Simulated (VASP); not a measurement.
## VASP 6.6.1, PBE0 single-point calculation, AgCl (zincblende)

INCAR, step 1 (PBE orbitals to start from)

```
NELM = 120
LCHARG = .FALSE.
LREAL = .FALSE.
LWAVE = .TRUE.
SIGMA = 0.01
GGA = PE
ISMEAR = 0
EDIFF = 1E-5
ENCUT = 520
PREC = Accurate
NBANDS = 16
LASPH = .TRUE.
```

INCAR, step 2

```
LHFCALC = .TRUE.
ISTART = 1
ALGO = Normal
EDIFF = 1E-7
NSW = 0
LASPH = .TRUE.
NBANDS = 16
ISMEAR = 0
GGA = PE
IBRION = -1
LWAVE = .FALSE.
LCHARG = .FALSE.
NELM = 120
HFRCUT = -1
LREAL = .FALSE.
AEXX = 0.25
ISIF = 2
PREC = Accurate
PRECFOCK = Fast
ENCUT = 520
SIGMA = 0.01
```

KPOINTS

```
KPOINTS created by Atomic Simulation Environment
0
Gamma
6 6 6
0 0 0
```

KPOINTS_OPT

```
special points
6
Reciprocal
0.0000000000 0.0000000000 0.0000000000 1
0.5000000000 0.0000000000 0.5000000000 1
0.5000000000 0.2500000000 0.7500000000 1
0.3750000000 0.3750000000 0.7500000000 1
0.5000000000 0.5000000000 0.5000000000 1
0.6250000000 0.2500000000 0.6250000000 1
```

POSCAR

```
Ag Cl
 1.0000000000000000
    -0.0000000000000000    2.9932461610011161    2.9932461610011161
     2.9932461610011161   -0.0000000000000000    2.9932461610011161
     2.9932461610011161    2.9932461610011161    0.0000000000000000
 Ag  Cl
   1   1
Cartesian
  0.0000000000000000  0.0000000000000000  0.0000000000000000
  1.4966230805005580  1.4966230805005580  1.4966230805005580
```

VASP ran with the recommended PBE PAW datasets (18 valence electrons in the cell).

Command

```
mpirun -np 1 vasp_std
```

OSZICAR

```
N       E                     dE             d eps       ncg     rms          rms(c)
DAV:   1    -0.721734937873E+01   -0.72173E+01   -0.26507E-01   552   0.653E+00    0.102E+00
DAV:   2    -0.721847058702E+01   -0.11212E-02   -0.56325E-02   640   0.274E+00    0.752E-01
DAV:   3    -0.721748677088E+01    0.98382E-03   -0.74097E-03   672   0.959E-01    0.503E-01
DAV:   4    -0.721751513201E+01   -0.28361E-04   -0.57101E-04   696   0.194E-01    0.309E-01
DAV:   5    -0.721750113520E+01    0.13997E-04   -0.57713E-05   680   0.740E-02    0.184E-01
DAV:   6    -0.721750250274E+01   -0.13675E-05   -0.18757E-05   648   0.330E-02    0.112E-01
DAV:   7    -0.721750407726E+01   -0.15745E-05   -0.26464E-06   640   0.122E-02    0.669E-02
DAV:   8    -0.721750559352E+01   -0.15163E-05   -0.15268E-06   600   0.994E-03    0.393E-02
DAV:   9    -0.721750676227E+01   -0.11688E-05   -0.72348E-07   624   0.629E-03    0.233E-02
DAV:  10    -0.721750749060E+01   -0.72834E-06   -0.34690E-07   664   0.411E-03    0.139E-02
DAV:  11    -0.721750791028E+01   -0.41968E-06   -0.19100E-07   640   0.294E-03    0.838E-03
DAV:  12    -0.721750813873E+01   -0.22845E-06   -0.98610E-08   560   0.210E-03    0.510E-03
DAV:  13    -0.721750825489E+01   -0.11616E-06   -0.55306E-08   528   0.165E-03    0.310E-03
DAV:  14    -0.721750831268E+01   -0.57784E-07   -0.27483E-08   520   0.119E-03
   1 F= -.72175083E+01 E0= -.72175083E+01  d E =-.716220-101
       N       E                     dE             ncg
DAV:   1     0.722060332165E+03   -0.26382E+04      192
DAV:   2    -0.662091811034E+02   -0.78827E+03      232
DAV:   3    -0.107365310772E+03   -0.41156E+02      256
DAV:   4    -0.107918946902E+03   -0.55364E+00      288
DAV:   5    -0.107924373029E+03   -0.54261E-02      272
DAV:   6    -0.107924459345E+03   -0.86316E-04      256
DAV:   7    -0.107924461311E+03   -0.19654E-05      248
DAV:   8    -0.107924461359E+03   -0.48722E-07      248
```

From OUTCAR

```
k-points           NKPTS =     16   k-points in BZ     NKDIM =    216   number of bands    NBANDS=     16

   NELECT =      18.0000    total number of electrons

   dimension x,y,z NGX =    32 NGY =   32 NGZ =   32
   dimension x,y,z NGXF=    64 NGYF=   64 NGZF=   64

  energy-cutoff  :      520.00
  volume of cell :       53.64
      direct lattice vectors                 reciprocal lattice vectors
     0.000000000  2.993246161  2.993246161    -0.167042727  0.167042727  0.167042727
     2.993246161  0.000000000  2.993246161     0.167042727 -0.167042727  0.167042727
     2.993246161  2.993246161  0.000000000     0.167042727  0.167042727 -0.167042727

 k-points in reciprocal lattice and weights: KPOINTS created by Atomic Simulation Env
   0.00000000  0.00000000  0.00000000       0.005
   0.16666667  0.00000000  0.00000000       0.037
   0.33333333  0.00000000  0.00000000       0.037
   0.50000000  0.00000000  0.00000000       0.019
   0.16666667  0.16666667  0.00000000       0.028
   0.33333333  0.16666667  0.00000000       0.111
   0.50000000  0.16666667  0.00000000       0.111
  -0.33333333  0.16666667  0.00000000       0.111
   ...

 E-fermi :   0.5142

 k-point     1 :       0.0000    0.0000    0.0000
  band No.  band energies     occupation
      1     -15.6449      2.00000
      2      -4.0838      2.00000
      3      -4.0838      2.00000
      4      -4.0838      2.00000
      5      -2.1954      2.00000
      6      -2.1954      2.00000
      7       0.3648      2.00000
      8       0.3648      2.00000
      9       0.3648      2.00000
     10       3.7787      0.00000
     11      10.8119      0.00000
     12      10.8119      0.00000
     13      10.8119      0.00000
     14      15.4750      0.00000
     15      15.4750      0.00000
     16      15.6418      0.00000

 k-point     2 :       0.1667    0.0000    0.0000
  band No.  band energies     occupation
      1     -15.5967      2.00000
      2      -4.0948      2.00000
      3      -4.0246      2.00000
      4      -4.0246      2.00000
      5      -2.2010      2.00000
      6      -2.2010      2.00000
      7      -0.3101      2.00000
      8       0.2188      2.00000
      9       0.2188      2.00000
     10       4.5863      0.00000
     11      10.0518      0.00000
     12      11.0565      0.00000
     13      11.0565      0.00000
     14      14.6496      0.00000
     15      14.6496      0.00000
     16      15.5291      0.00000

 k-point     3 :       0.3333    0.0000    0.0000
  band No.  band energies     occupation
      1     -15.4988      2.00000
      2      -4.0047      2.00000
      3      -3.9112      2.00000
      4      -3.9112      2.00000
      5      -2.1739      2.00000
      6      -2.1739      2.00000
      7      -1.4434      2.00000
      8      -0.0973      2.00000
      9      -0.0973      2.00000
     10       5.9038      0.00000
     11       9.3263      0.00000
     12      11.2177      0.00000
     13      11.2177      0.00000
     14      14.7012      0.00000
     15      14.9558      0.00000
     16      14.9558      0.00000

 k-point     4 :       0.5000    0.0000    0.0000
  band No.  band energies     occupation
      1     -15.4491      2.00000
      2      -3.8586      2.00000
      3      -3.8586      2.00000
      4      -3.8528      2.00000
      5      -2.1326      2.00000
      6      -2.1326      2.00000
      7      -2.0433      2.00000
      8      -0.2749      2.00000
      9      -0.2749      2.00000
     10       6.4352      0.00000
     11       9.3172      0.00000
     12      11.1355      0.00000
     13      11.1355      0.00000
     14      14.5762      0.00000
     15      16.3109      0.00000
     16      16.3109      0.00000

 k-point     5 :       0.1667    0.1667    0.0000
  band No.  band energies     occupation
      1     -15.5809      2.00000
      2      -4.1621      2.00000
      3      -3.9681      2.00000
      4      -3.9681      2.00000
      5      -2.2540      2.00000
      6      -2.1596      2.00000
      7      -0.1927      2.00000
      8       0.0050      2.00000
      9       0.0050      2.00000
     10       4.8423      0.00000
     11       9.7957      0.00000
     12      11.2374      0.00000
     13      11.2374      0.00000
     14      13.0990      0.00000
     15      15.5429      0.00000
     16      17.5376      0.00000

 k-point     6 :       0.3333    0.1667    0.0000
  band No.  band energies     occupation
      1     -15.4997      2.00000
      2      -4.1384      2.00000
      3      -3.8422      2.00000
      4      -3.8379      2.00000
      5      -2.2581      2.00000
      6      -2.1270      2.00000
      7      -1.0967      2.00000
      8      -0.3417      2.00000
      9      -0.2393      2.00000
     10       6.0266      0.00000
     11       9.2224      0.00000
     12      10.9086      0.00000
     13      11.6025      0.00000
     14      13.2597      0.00000
     15      15.6222      0.00000
     16      16.6761      0.00000

 k-point     7 :       0.5000    0.1667    0.0000
  band No.  band energies     occupation
      1     -15.4340      2.00000
      2      -3.9656      2.00000
      3      -3.7709      2.00000
      4      -3.7137      2.00000
      5      -2.1732      2.00000
      6      -2.1240      2.00000
      7      -1.9442      2.00000
      8      -0.5792      2.00000
      9      -0.4804      2.00000
     10       7.0048      0.00000
     11       9.0993      0.00000
     12      10.5849      0.00000
     13      11.5468      0.00000
     14      14.2688      0.00000
     15      16.3667      0.00000
     16      16.4009      0.00000

 k-point     8 :      -0.3333    0.1667    0.0000
  band No.  band energies     occupation
      1     -15.4504      2.00000
      2      -3.9093      2.00000
      3      -3.8294      2.00000
      4      -3.8195      2.00000
      5      -2.2042      2.00000
      6      -2.1430      2.00000
      7      -1.7069      2.00000
      8      -0.7021      2.00000
      9      -0.2346      2.00000
     10       6.8271      0.00000
     11       9.2955      0.00000
     12      10.3031      0.00000
     13      11.5056      0.00000
     14      14.6469      0.00000
     15      15.5607      0.00000
     16      16.3798      0.00000

 k-point     9 :      -0.1667    0.1667    0.0000
  band No.  band energies     occupation
      1     -15.5320      2.00000
      2      -4.0705      2.00000
      3      -3.9540      2.00000
      4      -3.9229      2.00000
      5      -2.2399      2.00000
      6      -2.1536      2.00000
      7      -0.8430      2.00000
      8      -0.3533      2.00000
      9       0.1100      2.00000
     10       5.5890      0.00000
     11       9.6535      0.00000
     12      10.6206      0.00000
     13      11.3981      0.00000
     14      13.7986      0.00000
     15      15.0903      0.00000
     16      16.9237      0.00000

 k-point    10 :       0.3333    0.3333    0.0000
  band No.  band energies     occupation
      1     -15.4517      2.00000
      2      -4.2519      2.00000
      3      -3.6639      2.00000
      4      -3.6639      2.00000
      5      -2.2916      2.00000
      6      -2.0866      2.00000
      7      -1.0500      2.00000
      8      -0.7566      2.00000
      9      -0.7566      2.00000
     10       6.5733      0.00000
     11       8.6170      0.00000
     12      11.4315      0.00000
     13      12.4627      0.00000
     14      12.4627      0.00000
     15      15.7042      0.00000
     16      18.3892      0.00000

 k-point    11 :       0.5000    0.3333    0.0000
  band No.  band energies     occupation
      1     -15.4028      2.00000
      2      -4.1618      2.00000
      3      -3.5668      2.00000
      4      -3.5066      2.00000
      5      -2.1622      2.00000
      6      -2.0893      2.00000
      7      -1.7635      2.00000
      8      -1.0174      2.00000
      9      -0.9283      2.00000
     10       7.4528      0.00000
     11       8.4773      0.00000
     12      10.9490      0.00000
     13      12.6409      0.00000
     14      13.1153      0.00000
     15      16.3497      0.00000
     16      17.0428      0.00000

 k-point    12 :      -0.3333    0.3333    0.0000
  band No.  band energies     occupation
      1     -15.4024      2.00000
      2      -3.9875      2.00000
      3      -3.6610      2.00000
      4      -3.5002      2.00000
      5      -2.3008      2.00000
      6      -2.1698      2.00000
      7      -1.8027      2.00000
      8      -1.1956      2.00000
      9      -0.6387      2.00000
     10       7.9677      0.00000
     11       8.6561      0.00000
     12      10.4159      0.00000
     13      12.0927      0.00000
     14      13.4215      0.00000
     15      15.3669      0.00000
     16      17.6224      0.00000

 ...

  Total        0.3049012      0.3049012      0.3049012      0.0000000     -0.0000000     -0.0000000
  in kB        9.1077784      9.1077784      9.1077784      0.0000000     -0.0000000     -0.0000000
  external PRESSURE =       9.1077784 kB  Pullay stress =       0.0000000 kB

 POSITION                                       TOTAL-FORCE (eV/Angst)
 -----------------------------------------------------------------------------------
      0.00000      0.00000      0.00000        -0.000000     -0.000000     -0.000000
      1.49662      1.49662      1.49662         0.000000      0.000000      0.000000
 -----------------------------------------------------------------------------------
    total drift:                               -0.000000      0.000004      0.000001

  FREE ENERGIE OF THE ION-ELECTRON SYSTEM (eV)
  ---------------------------------------------------
  free  energy   TOTEN  =        -7.2175083127 eV

  energy  without entropy=       -7.2175083127  energy(sigma->0) =       -7.21750831
```

The gap between bands v and c is 3.41 eV. The least direct gap is 3.41 eV and the pressure is 0.9 GPa.

Band v is the last that the valence electrons fill when counted band by band, and c is the next.

The run (its last step) took about 47 min on one core of a shared host (Intel Xeon Platinum 8488C) and held 0.23 GiB at most.
